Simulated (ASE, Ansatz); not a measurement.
**Electronic structure of generalised stacking fault on (110) of a KCl-RbCl solid solution (80 atoms)**

Wanted: forces, charges and levels of generalised stacking fault on (110) of a KCl-RbCl solid solution (80 atoms).

Program: Ansatz 0.2.0. Level of theory: Kohn-Sham DFT, PBE, PAW (set soft_2), plane waves. Results are calculated unless marked as measured.

**1. The starting structure**

The cell holds 80 atoms: 13 Rb, 40 Cl and 27 K. Its edges and angles: a = 7.339 Å, b = 10.379 Å, c = 26.228 Å, α = 90.0°, β = 83.3°, γ = 90.0°. It derives from KCl and RbCl. CsCl-type KCl lattice (a = 3.6697 Å, the value set for the mixture), cell with z along [110], 2 x 2 x 5 periods; the third cell vector is tilted by 0.833 of [001] and lengthened by 0.1 Å, so the cell holds one fault; displaced by a Gaussian of 0.01 Å; 13 of 40 K sites given to Rb at random (lattice constant by Vegard's rule between KCl and RbCl).

What the set-up can't give: The host structure and its lattice constant were typed by rule, without a check against the phase diagram.

**2. Plane-wave single point**

The electrons are solved once, with the atoms held.

input.yaml

```yaml
crystal:
  lattice:
    - [7.3394, 0.0, 0.0]
    - [0.0, 10.37948, 0.0]
    - [3.05811, 0.0, 26.0487]
  atoms:
    - { symbol: Rb, position: [0.58429, 0.00092, 0.99566] }
    - { symbol: Cl, position: [0.20803, 0.00062, 0.09925] }
    - { symbol: K, position: [0.08558, 0.99894, 0.99608] }
    - { symbol: Cl, position: [0.70981, 0.9991, 0.09992] }
    - { symbol: K, position: [0.58274, 0.49869, 0.99572] }
    - { symbol: Cl, position: [0.21013, 0.49817, 0.09923] }
    - { symbol: K, position: [0.08261, 0.49943, 0.99551] }
    - { symbol: Cl, position: [0.7116, 0.49891, 0.09929] }
    - { symbol: K, position: [0.96027, 0.25071, 0.09866] }
    - { symbol: Cl, position: [0.16838, 0.24935, 0.19882] }
    - { symbol: Rb, position: [0.4587, 0.24975, 0.0991] }
    - { symbol: Cl, position: [0.66879, 0.24953, 0.19853] }
    - { symbol: K, position: [0.91911, 0.99888, 0.19899] }
    - { symbol: Cl, position: [0.12642, 0.00132, 0.29812] }
    - { symbol: Rb, position: [0.41691, 0.00078, 0.19902] }
    - { symbol: Cl, position: [0.62592, 0.99887, 0.29884] }
    - { symbol: K, position: [0.95717, 0.74814, 0.09963] }
    - { symbol: Cl, position: [0.16601, 0.75033, 0.19914] }
    - { symbol: K, position: [0.46027, 0.75142, 0.09866] }
    - { symbol: Cl, position: [0.66829, 0.74958, 0.1989] }
    - { symbol: K, position: [0.91675, 0.50196, 0.19937] }
    - { symbol: Cl, position: [0.12541, 0.49997, 0.29846] }
    - { symbol: K, position: [0.41724, 0.50155, 0.19845] }
    - { symbol: Cl, position: [0.62626, 0.49973, 0.29901] }
    - { symbol: K, position: [0.87391, 0.24855, 0.29879] }
    - { symbol: Cl, position: [0.08355, 0.25023, 0.39814] }
    - { symbol: K, position: [0.37684, 0.24952, 0.29866] }
    - { symbol: Cl, position: [0.58181, 0.25172, 0.39778] }
    - { symbol: Rb, position: [0.83148, 0.99859, 0.39799] }
    - { symbol: Cl, position: [0.04234, 0.00269, 0.49788] }
    - { symbol: Rb, position: [0.331, 0.00218, 0.39826] }
    - { symbol: Cl, position: [0.54288, 0.99894, 0.49801] }
    - { symbol: K, position: [0.87582, 0.74991, 0.29759] }
    - { symbol: Cl, position: [0.08246, 0.75149, 0.3978] }
    - { symbol: Rb, position: [0.37564, 0.75012, 0.2985] }
    - { symbol: Cl, position: [0.58436, 0.7496, 0.39834] }
    - { symbol: K, position: [0.83486, 0.50076, 0.39757] }
    - { symbol: Cl, position: [0.03999, 0.49905, 0.49769] }
    - { symbol: K, position: [0.33494, 0.49924, 0.39807] }
    - { symbol: Cl, position: [0.54184, 0.50026, 0.49752] }
    - { symbol: Rb, position: [0.79282, 0.24981, 0.49807] }
    - { symbol: Cl, position: [0.99963, 0.24918, 0.5978] }
    - { symbol: K, position: [0.29338, 0.25017, 0.49754] }
    - { symbol: Cl, position: [0.50203, 0.24835, 0.59776] }
    - { symbol: K, position: [0.75195, 0.99892, 0.59714] }
    - { symbol: Cl, position: [0.96129, 0.99979, 0.6969] }
    - { symbol: K, position: [0.25443, 0.99889, 0.59774] }
    - { symbol: Cl, position: [0.45797, 0.00089, 0.6967] }
    - { symbol: K, position: [0.79439, 0.75044, 0.49765] }
    - { symbol: Cl, position: [0.00051, 0.74896, 0.59783] }
    - { symbol: K, position: [0.29525, 0.75048, 0.49779] }
    - { symbol: Cl, position: [0.50029, 0.74877, 0.59786] }
    - { symbol: K, position: [0.75089, 0.49884, 0.59711] }
    - { symbol: Cl, position: [0.95949, 0.4991, 0.69631] }
    - { symbol: Rb, position: [0.25133, 0.49942, 0.59705] }
    - { symbol: Cl, position: [0.45876, 0.50057, 0.69699] }
    - { symbol: Rb, position: [0.71021, 0.25001, 0.69702] }
    - { symbol: Cl, position: [0.91614, 0.24898, 0.79682] }
    - { symbol: K, position: [0.20942, 0.24964, 0.69698] }
    - { symbol: Cl, position: [0.41931, 0.25107, 0.79683] }
    - { symbol: K, position: [0.66935, 0.00029, 0.79629] }
    - { symbol: Cl, position: [0.87572, 0.9996, 0.89657] }
    - { symbol: K, position: [0.16955, 0.00109, 0.79594] }
    - { symbol: Cl, position: [0.37742, 0.00119, 0.896] }
    - { symbol: Rb, position: [0.70773, 0.74889, 0.69675] }
    - { symbol: Cl, position: [0.91522, 0.74988, 0.79577] }
    - { symbol: K, position: [0.21154, 0.74961, 0.69764] }
    - { symbol: Cl, position: [0.41851, 0.74917, 0.79655] }
    - { symbol: Rb, position: [0.66715, 0.50013, 0.79658] }
    - { symbol: Cl, position: [0.87855, 0.50137, 0.89549] }
    - { symbol: Rb, position: [0.16969, 0.50019, 0.79643] }
    - { symbol: Cl, position: [0.37849, 0.49923, 0.89666] }
    - { symbol: K, position: [0.62479, 0.24854, 0.89646] }
    - { symbol: Cl, position: [0.836, 0.24951, 0.99587] }
    - { symbol: K, position: [0.12765, 0.24925, 0.89615] }
    - { symbol: Cl, position: [0.33415, 0.2492, 0.99604] }
    - { symbol: K, position: [0.62775, 0.74971, 0.89558] }
    - { symbol: Cl, position: [0.83411, 0.74949, 0.99572] }
    - { symbol: Rb, position: [0.12814, 0.75033, 0.89632] }
    - { symbol: Cl, position: [0.33741, 0.75161, 0.99571] }
kpoints:
  mp_grid: { grid: [2, 1, 1] }
hamiltonian:
  xc: pbe
scf:
  occupations: { method: gaussian, width: 0.025 }
output:
  forces: true
  stress: true
  populations: true
  dos:
    method: { smearing: { sigma: 0.15 } }
    de: 0.1
    projected: { site_lists: { Cl: [Cl], K: [K], Rb: [Rb] } }
  eigenvalues: true
  write_density: true
  write_potential: true
  volumetric_format: npy
```

Started as:

```
$ ansatz run input.yaml --threads 8 --pin off --max-ram 15872MiB --backend cpu --events-out ev --progress --plain --runs-dir out
```

Numbers of over 12 decimals in the logs are rounded to 6 here.

Log:

```text
Engine: ansatz 0.2.0, aarch64-unknown-linux-gnu
Pseudopotentials: kind: paw
Pseudopotential: Rb, paw, valence charge 9, recommended cutoff 420 eV (normal), Rb.paw.azcp
Pseudopotential: Cl, paw, valence charge 7, recommended cutoff 420 eV (normal), Cl.paw.azcp
Pseudopotential: K, paw, valence charge 9, recommended cutoff 420 eV (normal), K.paw.azcp
[... 5 lines on functional and potentials left out ...]
Crystal: 80 atoms, lattice volume = 1984.368 Å³
Basis set: ecut = 420 eV, 38811 PW (Γ), exchange–correlation on 100×144×360 points (8 copies of the dense FFT grid, shifted against one another)
Bands: 400, of which v1, the nominal top of the filled ones, is band 320 counted from 1 (319 counted from 0)
Symmetry: 1 space group operations
Space group: P1 (ITA 1), of the structure as read, at distance tolerance 1.3e-4 Å
k-points: 2
[... 7 lines on functional and potentials left out ...]
Initial density: superposition of atomic densities (neutral atoms: chi_scale 0, normalization atom), corrected by the library's trained network
Initial wavefunctions: pseudopotential atomic-orbital guess
Functional: x = pbe(κ = 0.804, μ = 0.219515), c = pbe(β = 0.066725)
SCF iter   1: F=—  HF=-127321.490077 eV  |F-HF|=—  |Δ(HF+E_count)|=         —  Δρ=4.20e-4  dr2=5.18e-3  ethr=1.77e-3  ⟨swp⟩=12.5  Hψ=4678  notcnv=0  defer=33
preconditioner: auto → Resta (q_TF=auto, 2.259 Å⁻¹)  ε∞=2.9  [insulator: Δε(μ)=5.568 eV  Ē_g=14.331 eV  σ=0.025 eV  W_gap=1.00  n_scr=392 (ndim 8)  ℏωp=19.7 eV  f_vac=0.000  D(μ)=0.00/eV (n_scr^D=0)  ε∞_Penn≈2.9]
SCF iter   2: F=—  HF=-127321.469406 eV  |F-HF|=—  |Δ(HF+E_count)|=   2.07e-2  Δρ=1.91e-4  dr2=1.10e-3  ethr=8.10e-7  ⟨swp⟩=3.0  Hψ=1939  notcnv=0  defer=82
SCF iter   3: F=—  HF=-127321.469133 eV  |F-HF|=—  |Δ(HF+E_count)|=   2.73e-4  Δρ=7.19e-5  dr2=1.02e-4  ethr=1.72e-7  ⟨swp⟩=2.0  Hψ=1216  notcnv=0  defer=82
SCF iter   4: F=—  HF=-127321.469148 eV  |F-HF|=—  |Δ(HF+E_count)|=   1.49e-5  Δρ=2.57e-5  dr2=1.63e-5  ethr=1.59e-8  ⟨swp⟩=2.5  Hψ=1309  notcnv=0  defer=82
SCF iter   5: F=—  HF=-127321.467919 eV  |F-HF|=—  |Δ(HF+E_count)|=   1.23e-3  Δρ=4.33e-6  dr2=3.50e-7  ethr=2.55e-9  ⟨swp⟩=2.0  Hψ=1216  notcnv=0  defer=82
SCF iter   6: F=-127321.467919 eV  HF=-127321.467919 eV  |F-HF|=1.25e-9  |Δ(HF+E_count)|=   2.56e-7  Δρ=1.03e-6  dr2=2.53e-8  ethr=1.56e-11  ⟨swp⟩=18.0  Hψ=6664  notcnv=0
SCF 1 converged in 6 iterations: F = -127321.467919 eV  dr2 = 2.53e-8
  greatest PAW one-centre occupation: 0.988 electrons in one spin orbital (limit 2), on the K atom at site 8 (counted from 0), in its partial waves of l = 0
SCF converged after 6 iterations
Free energy (F): -127321.467919 eV
Harris-Foulkes:  -127321.467919 eV  (|F-HF|=1.25e-9)
Internal energy: -127321.467919 eV  (E = F + TS)
E sigma→0 (E₀):  -127321.467919 eV
Fermi energy:    6.457121 eV
--- Per-component energies (eV) ---
  E_band       = -3491.308332
  E_kinetic    = 15936.047462
  E_local      = -27128.098955  (includes V_loc(G=0)·N_el)
  E_nonlocal   = 3738.742467
  E_hartree    = 8158.006685
  E_xc         = -9708.722831
  E_vxc        = -11215.157221  (∫ρ·V_xc dr)
  E_paw        = -81520.085930  (= ΣΔE_a)
  E_vpaw       = -1138.858823  (= ΣTr[D̂ρ^β])
  E_aug_tail   = 0.003470  (compensation charges beyond the density's cutoff)
  E_ewald      = -36797.360287
  E_smearing   = -0.000000  (= −TS)
  E_closure    = 0.000000  (closes the sum)
  Σ components = -127321.467919   (vs F -127321.467919, Δ=0.00e0)
--- Forces (eV/Å), atoms counted from 1 ---
  atom   1  Rb    -0.13761184    -0.02861586    -0.10512750
  atom   2  Cl    -0.07671015    -0.15881549    -0.03580437
  atom   3  K     -0.11630037     0.01261705    -0.10517507
  atom   4  Cl     0.38630805    -0.12521777     0.15461764
  atom   5  K     -0.05643039     0.03247490    -0.09077356
  atom   6  Cl     0.00367029     0.19778486     0.03387506
  atom   7  K     -0.06407505     0.01200349    -0.06781254
  atom   8  Cl     0.13748679     0.16149199     0.03789971
  atom   9  K      0.08918530    -0.02387495     0.16686000
  atom  10  Cl    -0.19037536     0.17206151     0.12864460
  atom  11  Rb     0.24221697     0.00506837     0.19700176
  atom  12  Cl     0.18479140     0.14936073     0.15916051
  atom  13  K     -0.03054809     0.04677111    -0.01778588
  atom  14  Cl    -0.19967767     0.09182221    -0.08393425
[...]
atom  79  Rb    -0.02310545     0.02261397    -0.01199716
  atom  80  Cl    -0.14945151    -0.18836162     0.03618514
  max |Σ_I F_I| component: 2.80e-5 eV/Å
--- Stress (GPa, compression-positive) ---
        5.052082       0.007730       0.230493
        0.007730       4.821034      -0.001013
        0.230493      -0.001013       5.080930
  P = ⅓ Tr σ = 4.9847 GPa (49.847 kbar)
--- Band table (eV) ---
  k-point 0: bands = ["-24.1693", "-24.1663", "-24.1632", "-24.1605", [... 384 levels ...], "12.1225", "12.1338", "12.1439", "12.1490", "12.1739", "12.1973", "12.2435", "12.2488", "12.2663", "12.2859", "12.2950", "12.3030"]
  k-point 1: bands = ["-24.1686", "-24.1611", "-24.1611", "-24.1557", [... 384 levels ...], "12.0816", "12.1017", "12.1256", "12.1336", "12.1714", "12.2126", "12.2221", "12.2391", "12.2735", "12.2943", "12.3229", "12.3432"]
--- Löwdin populations: 80 sites ---
  site symbol       q [e]
     0     Rb      8.1986
     1     Cl      7.6988
     2      K      8.2488
[...]
79     Cl      7.6994
  spilling = 0.004346 (of n_electrons = 640.000000)
```

Elapsed: 41 s, on 8 threads of Arm Neoverse V2, shared host; peak memory 6.8 GiB; 5.2 min of CPU time.

Reading the cycles: dr2 is the Hartree energy of the density residual (eV), the measure of convergence; HF is the Harris–Foulkes estimate of the energy, which meets the free energy F at convergence.

Read from the output:

```yaml
free_energy: -127321.4679 eV
free_energy_per_atom: -1591.5183 eV/atom
scf_cycles: 6
pressure: 4.985 GPa
r_m_s_force_component: 0.1108 eV/Å
longest_force: 0.543 eV/Å
fermi_energy: 6.457 eV
spacing_of_highest_filled_and_lowest_empty_level: 5.579 eV
spilling_of_the_projection: 0.004346
```

Neighbours are counted within 3.48 Å (Cl-K), 3.48 Å (Cl-Rb).

Length of the force by element and coordination:

```tsv
element	coordination	atoms	mean length of the force (eV/Å)	spread	least	most
Cl	all	40	0.241	0.085	0.123	0.543
Cl	7	8	0.270	0.131	0.163	0.543
Cl	8	32	0.233	0.0668	0.123	0.361
K	all	27	0.0672	0.0475	0.0072	0.191
K	7	6	0.144	0.0327	0.0941	0.191
K	8	21	0.0452	0.0204	0.0072	0.088
Rb	all	13	0.0807	0.0763	0.0237	0.312
Rb	7	2	0.244	0.0684	0.175	0.312
Rb	8	11	0.051	0.0176	0.0237	0.0767
```

Löwdin charges by element and coordination (they lack the spilled electrons, 0.035 e an atom on average):

```tsv
element	coordination	atoms	mean charge (e)	spread	least	most
Cl	all	40	-0.699	6.0e-4	-0.701	-0.698
Cl	7	8	-0.699	7.0e-4	-0.701	-0.698
Cl	8	32	-0.699	6.0e-4	-0.701	-0.698
K	all	27	0.755	0.0061	0.742	0.765
K	7	6	0.758	0.0045	0.751	0.765
K	8	21	0.754	0.0062	0.742	0.763
Rb	all	13	0.797	0.0049	0.787	0.804
Rb	7	2	0.799	0.0021	0.797	0.801
Rb	8	11	0.796	0.0051	0.787	0.804
```

States in the cell by windows of 1 eV, zero at the Fermi level; the larger projections on atomic orbitals stand beside the total:

```tsv
from (eV)	to (eV)	total	Cl p	K s
-10	-6	0.0	0.0	0.0
-6	-5	0.2	0.2	0.0
-5	-4	73.2	67.7	2.3
-4	-3	137.1	131.9	1.0
-3	-2	29.6	29.2	0.0
-2	2	0.0	0.0	0.0
2	3	1.0	0.0	0.5
3	4	15.9	0.2	4.3
4	5	59.4	1.5	12.3
```

Between -26 and -10 eV lie 320 more states.

The stored curve holds about 560 of the 640 electrons; the rest, give or take the few that broadening carries across the Fermi level, lie in deeper levels below its range.

The levels nearest the highest filled one (over half full), pooled over k-points and spins:

```tsv
level less the highest filled one (eV)	occupation
-0.111	2
-0.0563	2
-0.0401	2
-0.0145	2
-0.0124	2
0	2
5.58	0
6.06	0
6.13	0
6.25	0
6.26	0
6.27	0
```

Valence density in the ca plane at fractional y = 0.000, with atoms of Rb and Cl and K within 0.2 Å of it. It is the smooth field of the valence electrons, not physical close to the nuclei.

Values in e/Å³, 11 rows by 16 columns, each cell a mean:
```
0.3 0.0 0.1 0.1 1.3 3.6 0.4 0.1 0.2 0.3 1.1 0.3 0.5 1.1 0.2 0.1
0.0 0.1 0.5 0.2 0.7 2.5 0.3 0.1 0.1 0.6 1.8 1.0 0.1 0.2 0.1 1.3
0.1 0.3 1.3 0.9 0.1 0.3 0.1 0.5 0.4 0.3 1.7 0.8 0.1 0.1 0.2 3.2
1.1 0.3 1.2 1.0 0.1 0.0 0.2 1.2 1.2 0.1 0.3 0.2 0.4 0.6 0.1 1.5
1.6 0.2 0.6 0.4 0.2 0.3 0.1 1.1 1.2 0.1 0.0 0.1 1.1 1.2 0.3 0.1
1.1 0.1 0.1 0.1 0.9 1.7 0.3 0.4 0.5 0.2 0.4 0.1 0.9 1.4 0.3 0.0
0.1 0.1 0.2 0.1 1.0 1.8 0.5 0.1 0.1 0.5 1.8 0.7 0.2 0.4 0.1 0.4
0.0 0.2 1.2 0.5 0.3 1.1 0.3 0.2 0.1 0.5 1.8 1.0 0.1 0.1 0.1 2.6
0.4 0.4 1.1 1.0 0.1 0.1 0.1 1.1 0.9 0.2 0.9 0.4 0.2 0.2 0.1 2.6
2.2 0.2 1.2 0.7 0.1 0.1 0.2 1.1 1.2 0.1 0.1 0.1 0.8 1.2 0.2 0.4
2.2 0.1 0.2 0.2 0.4 1.0 0.1 0.9 0.9 0.1 0.1 0.1 1.1 1.1 0.3 0.0
```
Columns run along c (16.0 Å, from fractional 0.00 to 0.61 of the cell), rows up along a (7.3 Å). Atoms in or near the plane, at fractional coordinates: Cl at (0.10, 0.21), Cl at (0.10, 0.71), K at (0.20, 0.92), Cl at (0.30, 0.13), Rb at (0.20, 0.42), Cl at (0.30, 0.63), Rb at (0.40, 0.83), Cl at (0.50, 0.04), Rb at (0.40, 0.33), Cl at (0.50, 0.54), K at (0.60, 0.75), K at (0.60, 0.25).

[end of part 1 of 2]

[Logs are printed without paths, hosts, clocks, repeated set-up lines and the standing remarks that a program may print on its own settings, such as how far it seeks lower states.]

[Hosts, paths, dates, database ids (printed as entryN), source tags and the programs' standing remarks are cut or masked in the printed files.]
